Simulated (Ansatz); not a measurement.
**SnSe (Fm-3m): relaxation of cell and ions in Python**

What cell does SnSe (Fm-3m) relax to? A script is to give a relaxation of cell and ions; the system is SnSe (Fm-3m).

Computed with the Python package of Ansatz 0.2.0. Level of theory: DFT PBEsol, plane waves, PAW.

## Step 1: The system

The structure is cubic, space group Fm-3m (No. 225). The conventional cell has a = 6.020 Å, b = 6.020 Å, c = 6.020 Å, α = 90.00°, β = 90.00°, γ = 90.00°. Around Sn (site symmetry m-3m) lie 6 Se at 3.01 Å. Around Se (site symmetry m-3m) lie 6 Sn at 3.01 Å.

snse.extxyz, read by the script:

```xyz
2
Lattice="0.0 3.01 3.01 3.01 0.0 3.01 3.01 3.01 0.0" Properties=species:S:1:pos:R:3 pbc="T T T"
Sn    0.00000000    0.00000000    0.00000000
Se    3.01000000    3.01000000    3.01000000
```

## Step 2: The script

The input, vcrelax_snse.py:

```python
"""Cell relaxation of SnSe."""

import warnings

import ansatz as az
from ase import Atoms
from ase.data import atomic_numbers
from ase.neighborlist import neighbor_list
import matplotlib.pyplot as plt
import numpy as np
from pymatgen.core import Structure
from scipy.ndimage import map_coordinates
import spglib

def edges_and_angles(cell):
    cell = np.asarray(cell)
    a, b, c = np.linalg.norm(cell, axis=1)
    cosines = cell[1] @ cell[2] / (b * c), cell[0] @ cell[2] / (a * c), cell[0] @ cell[1] / (a * b)
    return (a, b, c, *np.degrees(np.arccos(cosines)))


def main() -> None:
    warnings.simplefilter("ignore", az.DeckWarning)

    system = az.Crystal.from_extxyz("snse.extxyz")

    # a pressure is positive in compression
    job = (
        system.calculation()
        .functional("PBEsol")
        .basis(420)
        .kpoints(6, 6, 6)
        .occupations("fixed")
        .relax(force_tolerance=0.02, max_steps=40, pressure=5)
        .density()
    )
    steps = []


    def follow(event):
        if event["event"] != "relax_step":
            return
        row = event["data"]
        steps.append(row)
        print(f"step {row['step']:3d}  E = {row['lagrangian_ev']:.5f} eV  largest force component = {row['allowed_force_max_ev_ang']:.4f} eV/A  P = {row['pressure_gpa']:.3f} GPa")


    outcome = job.session().plan(threads=1).execute(on_event=follow)
    report = outcome.report

    first, last = steps[0], steps[-1]
    symbols = [site.symbol for site in outcome.lattice.sites]
    print(f"energy gained {first['lagrangian_ev'] - last['lagrangian_ev']:.4f} eV in {len(steps) - 1} steps")
    for label, vectors in (("before", first["cell_ang"]), ("after", outcome.lattice.cell_ang)):
        print(label, "a b c (A) {:.4f} {:.4f} {:.4f}  angles {:.2f} {:.2f} {:.2f}".format(*edges_and_angles(vectors)), f" V = {abs(np.linalg.det(vectors)):.3f} A^3")
    print("final stress xx yy zz (GPa, compression positive):", np.round(np.diag(report["stress_gpa"]), 3) + 0.0)

    fig, (top, bottom) = plt.subplots(2, 1, sharex=True, figsize=(4.5, 4))
    top.plot([s["lagrangian_ev"] - last["lagrangian_ev"] for s in steps], "o-")
    top.set_ylabel("E - E(final) (eV)")
    bottom.semilogy([max(s["allowed_force_max_ev_ang"], 1e-6) for s in steps], "s-")
    bottom.set(xlabel="step", ylabel="largest force (eV/A)")
    fig.tight_layout()
    fig.savefig("relax.png", dpi=100)

    final = Atoms(symbols, positions=last["positions_ang"], cell=outcome.lattice.cell_ang, pbc=True)
    i, j, d = neighbor_list("ijd", final, 4.5)
    print("neighbours within 1.15 times the shortest distance of each atom (A)")
    for atom in range(len(final)):
        near = [m for m in np.argsort(d) if i[m] == atom]
        shell = [m for m in near if d[m] < 1.15 * d[near[0]]]
        print(f"{symbols[atom]}{atom} ({len(shell)}):", ", ".join(f"{symbols[j[m]]} {d[m]:.3f}" for m in shell))

    fractions = [site.position_frac for site in outcome.lattice.sites]
    numbers = [atomic_numbers[s] for s in symbols]
    for tolerance in (1e-3, 1e-2, 1e-1):
        print(f"space group at {tolerance} A:", spglib.get_spacegroup((outcome.lattice.cell_ang, fractions, numbers), symprec=tolerance))

    n_atoms = len(report["lattice"]["sites"])
    print("F =", round(report["free_energy_ev"], 4), "eV for", n_atoms, "atoms")
    print("E(sigma -> 0) =", round(report["energy_sigma0_ev"], 4), "eV, TS =", round(report["entropy_ts_ev"], 5), "eV")
    print("closed by", report["closed_by"], "after", report["n_iterations"], "iterations")

    used = report["setup"]
    print("cutoffs (eV):", used["ecut_ev"], used["ecutrho_ev"], " FFT grid:", used["fft_dense"])
    print("cell volume {:.3f} A^3, {} symmetry operations".format(used["cell_volume_ang3"], used["n_sym_ops"]))

    final = Structure(outcome.lattice.cell_ang, [s.symbol for s in outcome.lattice.sites], [s.position_frac for s in outcome.lattice.sites])
    # the grid holds the pseudo-density, which differs from the true one inside the cores
    rho = outcome.density()
    total = sum(channel.density_e_per_ang3 for channel in rho.channels[:2])
    grid_cell = np.asarray(rho.fft_grid_basis) @ outcome.lattice.cell_ang
    partner = min(final.get_neighbors(final[0], 5.0), key=lambda n: n.nn_distance)
    line = np.linspace(final[0].coords, partner.coords, 11)
    points = (line @ np.linalg.inv(grid_cell)) * rho.dims
    values = map_coordinates(total, points.T, order=3, mode="grid-wrap")
    print(f"from {final[0].specie} to {partner.specie}, {partner.nn_distance:.3f} A")
    for t, value in zip(np.linspace(0, partner.nn_distance, 11), values):
        print(f"{t:7.3f} A  {value:9.4f} e/A^3")


if __name__ == "__main__":
    main()
```

## Step 3: What the engine is handed

The package turns the script's settings into the engine's input:

```yaml
crystal:
  lattice:
    - [0.0, 3.01, 3.01]
    - [3.01, 0.0, 3.01]
    - [3.01, 3.01, 0.0]
  atoms:
    - { symbol: Sn, position: [0.0, 0.0, 0.0] }
    - { symbol: Se, position: [0.5, 0.5, 0.5] }
basis:
  ecutwfc: 420.0
kpoints:
  mp_grid:
    grid: [6, 6, 6]
hamiltonian:
  xc: pbesol
scf:
  occupations:
    method: fixed
relax:
  f_tol: 0.02
  max_steps: 40
  cell:
    p_target: 5.0
output:
  write_density: true
```

## Step 4: Launch

Launch:

```console
$ python vcrelax_snse.py
```

Without the output at hand: what should come out? Wanted: free energy; moves of the relaxation; last largest force component; relaxed conventional cell; space group at the end.

The runs gave:

| quantity | value |
| --- | --- |
| free energy | -11374.8320 eV (-5687.4160 eV/atom) |
| moves of the relaxation | 3 |
| last largest force component | 0.0000 eV/Å |
| relaxed conventional cell | a = 5.788 Å, b = 5.788 Å, c = 5.788 Å, α = 90.00°, β = 90.00°, γ = 90.00° |
| space group at the end | Fm-3m |

In words: The volume shrank by 11.1 % over 3 moves under the 5 GPa asked, and the space group stayed Fm-3m. Reading the output:
- Forces vanish by symmetry, so the ions can't move, and the end may be a saddle.
- Part of the cell is held or a pressure is applied, so the end point needn't be the zero-pressure lattice.
- At a fixed pressure a relaxation lowers the enthalpy F + PV, while F alone can rise.
- With fixed filling the reported Fermi level is the top filled level among the k-points of the SCF.
- Energies along a relaxation are free energies. Rows at an unchanged volume are solved on a plane-wave basis chosen afresh for that cell, so the energy jumps there and such rows are no steps of the walk.
- Edges and angles that the script prints are those of the cell as typed, here a primitive one.
- Symmetry holds the cell in this phase, whether or not it is the stable one at this pressure.
- Grid values close to the nuclei reflect the PAW or pseudopotential construction, not the all-electron fields.
